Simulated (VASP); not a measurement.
Set up this calculation in VASP 6.6.1, as the native input.

* Task: relaxation of cell and atoms
* Functional: LDA
* Potentials or basis: VASP PAW LDA potentials, release 64 (K_sv, Br)
* Cutoff: 600 eV
* k mesh: 8 × 8 × 8
* Occupations: gaussian, width 0.03 eV
* Spin: no spin polarisation
* Further INCAR settings: ALGO = Normal; EDIFF = 1e-06; IBRION = 2; EDIFFG = -0.01; NSW = 90; ISIF = 3

The structure of KBr lies in POSCAR:

```
KBr
1.0
    0.0000000000      3.3000000000      3.3000000000
    3.3000000000      0.0000000000      3.3000000000
    3.3000000000      3.3000000000      0.0000000000
K Br
1 1
Direct
    0.0000000000      0.0000000000      0.0000000000
    0.5000000000      0.5000000000      0.5000000000
```

The input as run:

INCAR

```
PREC = Accurate
ENCUT = 600
EDIFF = 1E-6
ISMEAR = 0
SIGMA = 0.03
LREAL = False
LASPH = True
NELM = 80
ALGO = Normal
ISIF = 3
LWAVE = False
LCHARG = False
IBRION = 2
NSW = 90
EDIFFG = -0.01
```

KPOINTS

```
regular mesh
0
Gamma
  8 8 8
```

Potentials or basis: VASP PAW LDA potentials, release 64 (K_sv, Br).

Run with:

```sh
$ cat potpaw_LDA.64/K_sv/POTCAR potpaw_LDA.64/Br/POTCAR > POTCAR
$ mpirun -np 1 vasp_std > vasp.out
```

It gave:

- Relaxed volume: 32.49 Å³/atom
- Relaxed cell: a = 4.513 Å, b = 4.513 Å, c = 4.513 Å, α = 60.00°, β = 60.00°, γ = 60.00°
- Space group after relaxing (to 0.05 Å): Fm-3m (No. 225)
- Energy gained by relaxing: 18.8 meV/atom
- Ionic steps: 4
- Pressure after relaxing: 0.0 GPa
- Band gap on the k mesh: 4.32 eV, direct

It took 64 s on 1 thread of Intel(R) Xeon(R) 6975P-C (Granite Rapids), with other jobs on the host, peak memory 0.21 GiB.
